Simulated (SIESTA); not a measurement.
Ho:

```
CELL_PARAMETERS angstrom
0.00000 2.49425 2.49425
2.49425 0.00000 2.49425
2.49425 2.49425 0.00000
ATOMIC_POSITIONS crystal
Ho 0.00000 0.00000 0.00000
```

This isn't the form of Ho at room conditions, which is hcp.

| Property | Result |
| --- | --- |
| Program | SIESTA 5.4.2 |
| Task | single point |
| Functional | PBE |
| Potentials or basis | PseudoDojo 3+ lanthanides (4f in the core) (PBE files) |
| Basis | DZP (energy shift 0.002 Ry) |
| Grid cutoff | 800 Ry |
| Energy shift | 0.002 Ry |
| k mesh | 9 × 9 × 9 |
| Occupations | fermi-dirac, width 0.05 eV |
| Spin | collinear spin, ferromagnetic start |
| Starting moments | [4.0] μB |

On this cell: pressure -0.4 GPa; net moment 0.00 μB per cell; band gap on the k mesh none (metal or under the smearing width).

The same run follows on a disturbed copy (cell strained at random at fixed volume):

```
Ho
1.0
    -0.03745    2.50988    2.50048
     2.44588    0.02976    2.43327
     2.51662    2.51341   -0.04099
Ho
1
Direct
  0.00295 0.99095 0.01476
```

Problem. What does the disturbed cell give?

Solution. The energy (extrapolated to zero smearing) moves by +6.4 meV/atom; pressure -0.4 GPa; net moment 0.00 μB per cell; band gap on the k mesh none (metal or under the smearing width).

Stress tensor (GPa, compression positive):
```
-0.46 -0.43  1.40
-0.43 -0.53 -0.34
 1.40 -0.34 -0.31
```

Caveats: the magnetic or orbital state may not be the lowest; semicore shells carry a single zeta, which can move pressures by several GPa and volumes by a few percent; spin-orbit coupling is left out, which moves the levels of the heavy elements; the 4f electrons are frozen in the core as for a trivalent ion, so they carry no moment and show no levels; the basis of atomic orbitals isn't converged, which shifts pressures, moduli and gaps.
